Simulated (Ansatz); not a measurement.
Runs of Ansatz 0.2.0 on ZnS. It takes space group F-43m (No. 216, cubic). Conventional cell: a = 5.404 Å, b = 5.404 Å, c = 5.404 Å, α = 90.00°, β = 90.00°, γ = 90.00°. Zn (site symmetry -43m) has 4 S at 2.34 Å as nearest neighbours. S (site symmetry -43m) has 4 Zn at 2.34 Å as nearest neighbours. 

| task | level | cell | k mesh | points for each segment of the path | mesh quality | gap on the mesh (eV) | pressure (GPa) | V0 of scaled cells (Å³/atom) | relaxed volume (Å³/atom) | B0 (GPa) |
| --- | --- | --- | --- | --- | --- | --- | --- | --- | --- | --- |
| relaxation of cell and atoms | RPBE | relaxed | 9 × 9 × 9 | - | not flagged | 2.03 | 0.0 | - | 20.93 | - |
| band structure | PBE-EpsX | as given | 5 × 5 × 5 | 4 | not flagged | (a) | - | - | - | - |
| equation of state | HISS | as given | 5 × 5 × 5 | - | coarse | - | - | 19.59 | - | 82 |
| equation of state | revPBE0 | as given | 5 × 5 × 5 | - | coarse | - | - | (c) | - | (b) |
| relaxation of cell and atoms | PBE+D4 | relaxed | 9 × 9 × 9 | - | not flagged | 2.17 | 0.0 | - | 19.44 | - |

Alike in all rows: potentials or basis Ansatz PAW; no spin polarisation; cutoff (eV) 420; smearing fermi-dirac 0.05 eV.

Q: Fill in the values left out.

A: (a) 3.38; (b) 72; (c) 20.31.

Caveats: some runs use coarse meshes; the PAW data sets come from PBE, with cores solved anew for the run's functional, which leaves a small shift of forces and pressure (some runs); the potentials were made for another functional, which shifts forces and pressure (some runs); the plane-wave basis is chosen anew once the cell has moved, so the energies of steps on either side of that aren't comparable (some runs); odd divisions of the mesh miss points on the zone boundary, where band edges often lie, so the gap on the mesh can be too wide (some runs).

A k mesh can miss the band edges.

Not every run made on this cell is shown here.
